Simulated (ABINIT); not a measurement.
## LiCl (Fm-3m): G0W0 in ABINIT against the screening cutoff in the self-energy

Aim: move the screening cutoff in the self-energy of a G0W0 run on LiCl (Fm-3m) over a wide range.

Program: ABINIT 10.8.3. Level of theory: LDA and many-body steps on it, plane waves. Results are calculated unless marked as measured.

The database entry behind the starting cell differs from later determinations by our own check (0.1 to 0.3 % short, probably kX units), so it need not match the best structure at ambient conditions.

### Step 1. Starting point

Symmetry: Fm-3m, No. 225, cubic system. Conventional cell: a = 5.130 Å, b = 5.130 Å, c = 5.130 Å, α = 90.00°, β = 90.00°, γ = 90.00°. Li has 6 Cl at 2.56 Å nearest. Nearest to Cl lie 6 Li at 2.56 Å. Farther neighbours and most contacts between anions are not listed.

The cell and positions come from the Crystallography Open Database and are kept as given unless a step says otherwise.

### Step 2. Screening, 4×4×4 mesh, 160 bands, screening to 217.7 eV

This step: ABINIT 10.8.3; RPA screening on LDA, plane waves, norm-conserving pseudopotentials.

The RPA dielectric matrix is built and inverted for each q.

Input file run.abi:

```
acell 3*1.0 Angstrom
rprim 
  0.000000000000 2.564770000000 2.564770000000
  2.564770000000 0.000000000000 2.564770000000
  2.564770000000 2.564770000000 -0.000000000000
ntypat 2
znucl 3 17
natom 2
typat 1 2
xred 
  0.000000000000 0.000000000000 0.000000000000
  0.500000000000 0.500000000000 0.500000000000
pp_dirpath "pseudos"
pseudos "Li.upf, Cl.upf"
ecut 33
ngkpt 4 4 4
nshiftk 1
shiftk 0 0 0
kptopt 1
chksymbreak 0
istwfk *1
occopt 1
irdwfk 1
optdriver 3
nband 160
ecuteps 8
inclvkb 2
awtr 1
symchi 1
indata_prefix "in"
outdata_prefix "out"
tmpdata_prefix "tmp"
```

The run is started by

```console
$ OMP_NUM_THREADS=1 mpirun -n 4 abinit run.abi > log
```

Output:

```text
.Version 10.8.3 of ABINIT. v10.8.2 released Aug 2026.

 Symmetries : space group Fm -3 m (#225); Bravais cF (face-center cubic)
[... echo of the input left out ...]
== DATASET  1 ==================================================================
-   mpi_nproc: 4, omp_nthreads: 1 (-1 if OMP is not activated)

--- !DatasetInfo
iteration_state: {dtset: 1, }
dimensions: {natom: 2, nkpt: 8, mband: 160, nsppol: 1, nspinor: 1, nspden: 1, mpw: 2085, }
cutoff_energies: {ecut:  33.0, pawecutdg:  -1.0, }
electrons: {nelect:   1.00000000E+01, charge:   0.00000000E+00, occopt:   1.00000000E+00, tsmear:   1.00000000E-02, }

 SCREENING: Calculation of the susceptibility and dielectric matrices

 Based on a program developped by R.W. Godby, V. Olevano, G. Onida, and L. Reining.
 Incorporated in ABINIT by V. Olevano, G.-M. Rignanese, and M. Torrent.
.Using double precision arithmetic ; gwpc =  8

[... cell and pseudopotentials left out ...]
--------------------------------------------------------------------------------

 ==== K-mesh for the wavefunctions ====
 Number of points in the irreducible wedge :     8
[... list of points left out ...]
 Together with 48 symmetry operations and time-reversal symmetry
 yields    64 points in the full Brillouin Zone.

 ==== Q-mesh for the screening function ====
 Number of points in the irreducible wedge :     8
[... list of points left out ...]
 Together with 48 symmetry operations and time-reversal symmetry
 yields    64 points in the full Brillouin Zone.

 setmesh: FFT mesh size selected  =    27x   27x   27
          total number of points  =        19683

 vcoul_init : cutoff-mode = AUXILIARY_FUNCTION
 q-points for optical limit:   1
     1)      0.000010    0.000020    0.000030

- screening: taking advantage of time-reversal symmetry
- Maximum band index for partially occupied states nbvw = 5
- Remaining bands to be divided among processors   nbcw = 155
- Number of bands treated by each node ~38

 Number of electrons calculated from density =   10.0000; Expected =   10.0000
 average of density, n =  0.043917
 r_s =    1.7583
 omega_plasma =   20.2148 [eV]

 calculating chi0 at frequencies [eV] :
  1    0.000000E+00    0.000000E+00
  2    0.000000E+00    2.021481E+01

--------------------------------------------------------------------------------
  q-point number  1        q = ( 0.000000, 0.000000, 0.000000) [r.l.u.]
--------------------------------------------------------------------------------
[... chi0 elements left out ...]
 For q-point:  0.000010 0.000020 0.000030
  dielectric constant =   3.0040
  dielectric constant without local fields =   3.5210

  Average fulfillment of the sum rule on Im[epsilon] for q-point    1 :     86.94  [%]
[... wings left out ...]
  q-point number  2        q = ( 0.250000, 0.000000, 0.000000) [r.l.u.]
--------------------------------------------------------------------------------
[... chi0 elements left out ...]
  Average fulfillment of the sum rule on Im[epsilon] for q-point    2 :     90.30  [%]

 [... 6 further q-points ...]
```

Wall time 17 s (4 MPI ranks of Arm Neoverse V2, shared host); peak memory 0.79 GiB; 66 s of CPU time.

Numbers from this step:

| Quantity | Value |
| --- | --- |
| ε∞ with local fields, on this mesh, along the program's q direction | 3.004 |
| the same without local fields | 3.521 |
| plasma frequency | 20.21 eV |
| plane waves in the screening matrix | 259 |

Local fields lower ε∞ by 15 %. On a Γ-centred mesh this coarse the value itself is usually too large, while a short band sum pulls it down.

### Step 3. 0.8 Ha

This step: G0W0 on LDA, plane waves, norm-conserving pseudopotentials.

run.abi, as its differences from that of step 2:

```diff
@@ -23,8 +23,15 @@
 irdwfk 1
-optdriver 3
+optdriver 4
 nband 160
-ecuteps 8
-inclvkb 2
-awtr 1
-symchi 1
+gwcalctyp 0
+ecutsigx 33
+symsigma 1
+nkptgw 1
+kptgw 
+  0.0000000000 0.0000000000 0.0000000000
+bdgw 
+  3 9
+ecuteps 0.8
+irdscr 1
+ppmodel 1
 indata_prefix "in"
```

Output:

```text
.Version 10.8.3 of ABINIT. v10.8.2 released Aug 2026.

 Symmetries : space group Fm -3 m (#225); Bravais cF (face-center cubic)
[... echo of the input left out ...]
== DATASET  1 ==================================================================
-   mpi_nproc: 4, omp_nthreads: 1 (-1 if OMP is not activated)

--- !DatasetInfo
iteration_state: {dtset: 1, }
dimensions: {natom: 2, nkpt: 8, mband: 160, nsppol: 1, nspinor: 1, nspden: 1, mpw: 2085, }
cutoff_energies: {ecut:  33.0, pawecutdg:  -1.0, }
electrons: {nelect:   1.00000000E+01, charge:   0.00000000E+00, occopt:   1.00000000E+00, tsmear:   1.00000000E-02, }

 SIGMA: Calculation of the GW corrections

 Based on a program developped by R.W. Godby, V. Olevano, G. Onida, and L. Reining.
 Incorporated in ABINIT by V. Olevano, G.-M. Rignanese, and M. Torrent.
.Using double precision arithmetic ; gwpc =  8

[... cell and pseudopotentials left out ...]
--------------------------------------------------------------------------------

 ==== K-mesh for the wavefunctions ====
 Number of points in the irreducible wedge :     8
[... list of points left out ...]
 Together with 48 symmetry operations and time-reversal symmetry
 yields    64 points in the full Brillouin Zone.

 ==== Q-mesh for screening function ====
 Number of points in the irreducible wedge :     8
[... list of points left out ...]
 Together with 48 symmetry operations and time-reversal symmetry
 yields    64 points in the full Brillouin Zone.

 vcoul_init : cutoff-mode = AUXILIARY_FUNCTION
 q-points for optical limit:   1
     1)      0.000010    0.000020    0.000030
 setmesh: FFT mesh size selected  =    36x   36x   36
          total number of points  =        46656

 Number of electrons calculated from density =   10.0000; Expected =   10.0000
 average of density, n =  0.043917
 r_s =    1.7583
 omega_plasma =   20.2148 [eV]

 === KS Band Gaps ===
  >>>> For spin  1
   Minimum direct gap =   5.9890 [eV], located at k-point      :   0.0000  0.0000  0.0000
   Fundamental gap    =   5.9890 [eV], Top of valence bands at :   0.0000  0.0000  0.0000
                                       Bottom of conduction at :   0.0000  0.0000  0.0000
 SIGMA fundamental parameters:
 PLASMON POLE MODEL  1
 number of plane-waves for SigmaX                 2085
 number of plane-waves for SigmaC and W              9
 number of plane-waves for wavefunctions          2085
 number of bands                                   160
 number of independent spin polarizations            1
 number of spinorial components                      1
 number of k-points in IBZ                           8
 number of q-points in IBZ                           8
 number of symmetry operations                      48
 number of k-points in BZ                           64
 number of q-points in BZ                           64
 number of frequencies for dSigma/dE                 9
 frequency step for dSigma/dE [eV]                0.25
 number of omega for Sigma on real axis              0
 max omega for Sigma on real axis  [eV]           0.00
 zcut for avoiding poles [eV]                     0.10

 EPSILON^-1 parameters (SCR file):
 dimension of the eps^-1 matrix on file            259
 dimension of the eps^-1 matrix used                 9
 number of plane-waves for wavefunctions          2085
 number of bands                                   160
 number of q-points in IBZ                           8
 number of frequencies                               2
 number of real frequencies                          1
 number of imag frequencies                          1

 matrix elements of self-energy operator (all in [eV])

 Perturbative Calculation

--- !SelfEnergy_ee
iteration_state: {dtset: 1, }
kpoint     : [   0.000,    0.000,    0.000, ]
spin       : 1
KS_gap     :    5.989
QP_gap     :    9.015
Delta_QP_KS:    3.026
data: !SigmaeeData |
     Band     E0 <VxcDFT>   SigX SigC(E0)      Z dSigC/dE  Sig(E)    E-E0       E
        3   0.082 -14.528 -18.906   2.479   0.847  -0.181 -16.137  -1.608  -1.526
        4   0.082 -14.528 -18.906   2.479   0.847  -0.181 -16.137  -1.608  -1.526
        5   0.082 -14.528 -18.906   2.479   0.847  -0.181 -16.137  -1.608  -1.526
        6   6.071  -9.728  -4.830  -3.249   0.860  -0.163  -8.310   1.418   7.489
        7  11.664  -9.876  -4.327  -3.297   0.849  -0.178  -7.964   1.911  13.576
        8  11.664  -9.876  -4.327  -3.297   0.849  -0.178  -7.964   1.911  13.576
        9  11.664  -9.876  -4.327  -3.297   0.849  -0.178  -7.964   1.911  13.576

== END DATASET(S) ==============================================================
================================================================================

 -outvars: echo values of variables after computation  --------
           etotal      0.0000000000E+00
            nband         160
             nkpt           8
          spgroup         225
 [... the other variables as echoed above ...]

 Calculation completed.
```

Elapsed: 2.1 s, on 4 MPI ranks; peak memory 0.16 GiB.

This step gave:

```
G0W0 gap on the points computed              : 9.015 eV
starting gap on the mesh                     : 5.989 eV
k of the valence top                         : 0, 0, 0
k of the conduction bottom                   : 0, 0, 0
Z at the valence top                         : 0.847
Z at the conduction bottom                   : 0.86
least direct G0W0 gap on the computed points : 9.015 eV
```

### Step 4. 1.6 Ha

run.abi, as its differences from that of step 3:

```diff
@@ -33,3 +33,3 @@
   3 9
-ecuteps 0.8
+ecuteps 1.6
 irdscr 1
```

Output:

```text
.Version 10.8.3 of ABINIT. v10.8.2 released Aug 2026.

 Symmetries : space group Fm -3 m (#225); Bravais cF (face-center cubic)
[... echo of the input left out ...]
== DATASET  1 ==================================================================
-   mpi_nproc: 4, omp_nthreads: 1 (-1 if OMP is not activated)

--- !DatasetInfo
iteration_state: {dtset: 1, }
dimensions: {natom: 2, nkpt: 8, mband: 160, nsppol: 1, nspinor: 1, nspden: 1, mpw: 2085, }
cutoff_energies: {ecut:  33.0, pawecutdg:  -1.0, }
electrons: {nelect:   1.00000000E+01, charge:   0.00000000E+00, occopt:   1.00000000E+00, tsmear:   1.00000000E-02, }

 SIGMA: Calculation of the GW corrections

 Based on a program developped by R.W. Godby, V. Olevano, G. Onida, and L. Reining.
 Incorporated in ABINIT by V. Olevano, G.-M. Rignanese, and M. Torrent.
.Using double precision arithmetic ; gwpc =  8

[... cell and pseudopotentials left out ...]
--------------------------------------------------------------------------------

 ==== K-mesh for the wavefunctions ====
 Number of points in the irreducible wedge :     8
[... list of points left out ...]
 Together with 48 symmetry operations and time-reversal symmetry
 yields    64 points in the full Brillouin Zone.

 ==== Q-mesh for screening function ====
 Number of points in the irreducible wedge :     8
[... list of points left out ...]
 Together with 48 symmetry operations and time-reversal symmetry
 yields    64 points in the full Brillouin Zone.

 vcoul_init : cutoff-mode = AUXILIARY_FUNCTION
 q-points for optical limit:   1
     1)      0.000010    0.000020    0.000030
 setmesh: FFT mesh size selected  =    36x   36x   36
          total number of points  =        46656

 Number of electrons calculated from density =   10.0000; Expected =   10.0000
[...]
number of q-points in BZ                           64
 number of frequencies for dSigma/dE                 9
 frequency step for dSigma/dE [eV]                0.25
 number of omega for Sigma on real axis              0
 max omega for Sigma on real axis  [eV]           0.00
 zcut for avoiding poles [eV]                     0.10

 EPSILON^-1 parameters (SCR file):
 dimension of the eps^-1 matrix on file            259
 dimension of the eps^-1 matrix used                15
 number of plane-waves for wavefunctions          2085
 number of bands                                   160
 number of q-points in IBZ                           8
 number of frequencies                               2
 number of real frequencies                          1
 number of imag frequencies                          1

 matrix elements of self-energy operator (all in [eV])

 Perturbative Calculation

--- !SelfEnergy_ee
iteration_state: {dtset: 1, }
kpoint     : [   0.000,    0.000,    0.000, ]
spin       : 1
KS_gap     :    5.989
QP_gap     :    8.641
Delta_QP_KS:    2.652
data: !SigmaeeData |
     Band     E0 <VxcDFT>   SigX SigC(E0)      Z dSigC/dE  Sig(E)    E-E0       E
        3   0.082 -14.528 -18.906   2.577   0.827  -0.209 -16.018  -1.490  -1.408
        4   0.082 -14.528 -18.906   2.577   0.827  -0.209 -16.018  -1.490  -1.408
        5   0.082 -14.528 -18.906   2.577   0.827  -0.209 -16.018  -1.490  -1.408
        6   6.071  -9.728  -4.830  -3.533   0.851  -0.175  -8.566   1.162   7.233
        7  11.664  -9.876  -4.327  -3.567   0.839  -0.192  -8.213   1.662  13.327
        8  11.664  -9.876  -4.327  -3.567   0.839  -0.192  -8.213   1.662  13.327
        9  11.664  -9.876  -4.327  -3.567   0.839  -0.192  -8.213   1.662  13.327

== END DATASET(S) ==============================================================
================================================================================

 -outvars: echo values of variables after computation  --------
           etotal      0.0000000000E+00
            nband         160
             nkpt           8
          spgroup         225
 [... the other variables as echoed above ...]

 Calculation completed.
```

Wall time 2.1 s (4 MPI ranks); peak memory 0.16 GiB.

Numbers from this step:

```
G0W0 gap on the points computed              : 8.641 eV
starting gap on the mesh                     : 5.989 eV
k of the valence top                         : 0, 0, 0
k of the conduction bottom                   : 0, 0, 0
Z at the valence top                         : 0.827
Z at the conduction bottom                   : 0.851
least direct G0W0 gap on the computed points : 8.641 eV
```

### Step 5. 2.8 Ha

The self-energy is evaluated for the states that the input lists, and the levels follow from it, in one-shot runs by the linearised quasiparticle equation.

run.abi, as its differences from that of step 4:

```diff
@@ -33,3 +33,3 @@
   3 9
-ecuteps 1.6
+ecuteps 2.8
 irdscr 1
```

Output:

```text
.Version 10.8.3 of ABINIT. v10.8.2 released Aug 2026.

 Symmetries : space group Fm -3 m (#225); Bravais cF (face-center cubic)
[... echo of the input left out ...]
== DATASET  1 ==================================================================
-   mpi_nproc: 4, omp_nthreads: 1 (-1 if OMP is not activated)

--- !DatasetInfo
iteration_state: {dtset: 1, }
dimensions: {natom: 2, nkpt: 8, mband: 160, nsppol: 1, nspinor: 1, nspden: 1, mpw: 2085, }
cutoff_energies: {ecut:  33.0, pawecutdg:  -1.0, }
[...]
7  11.664  -9.876  -4.327  -3.837   0.832  -0.202  -8.452   1.424  13.088
        8  11.664  -9.876  -4.327  -3.837   0.832  -0.202  -8.452   1.424  13.088
        9  11.664  -9.876  -4.327  -3.837   0.832  -0.202  -8.452   1.424  13.088

== END DATASET(S) ==============================================================
================================================================================

 -outvars: echo values of variables after computation  --------
           etotal      0.0000000000E+00
            nband         160
             nkpt           8
          spgroup         225
 [... the other variables as echoed above ...]

 Calculation completed.
```

Elapsed: 2.4 s, on 4 MPI ranks; peak memory 0.16 GiB; 9.2 s of CPU time.

Numbers from this step:

- G0W0 gap on the points computed: 8.821 eV
- starting gap on the mesh: 5.989 eV
- k of the valence top: 0, 0, 0
- k of the conduction bottom: 0, 0, 0
- least direct G0W0 gap on the computed points: 8.821 eV

The gap on the mesh goes from 5.99 eV to 8.82 eV, a correction of +2.83 eV.

(Continued in part 2 of 2.)

[Paths, hosts, dates, memory and timing lines, banners, echoed tables and standing remarks are left out of the program output.]

[Logs are printed without paths, hosts, clocks, repeated set-up lines and the standing remarks that a program may print on its own settings, such as how far it seeks lower states.]

[Runs of the session that timed out or met a known fault of the program may be left out.]

[Hosts, paths, dates, database ids (printed as entryN), source tags and the programs' standing remarks are cut or masked in the printed files.]

[G0W0 gaps are taken among the corrected bands and points alone; a level outside them can change the order at an edge.]

[Where Ansatz stands beside ABINIT at settings called matched, ABINIT's density can come from a denser mesh and the files from another edition; pairs whose starting gaps differed by over 0.03 eV were left out, so agreement reads better than it is.]
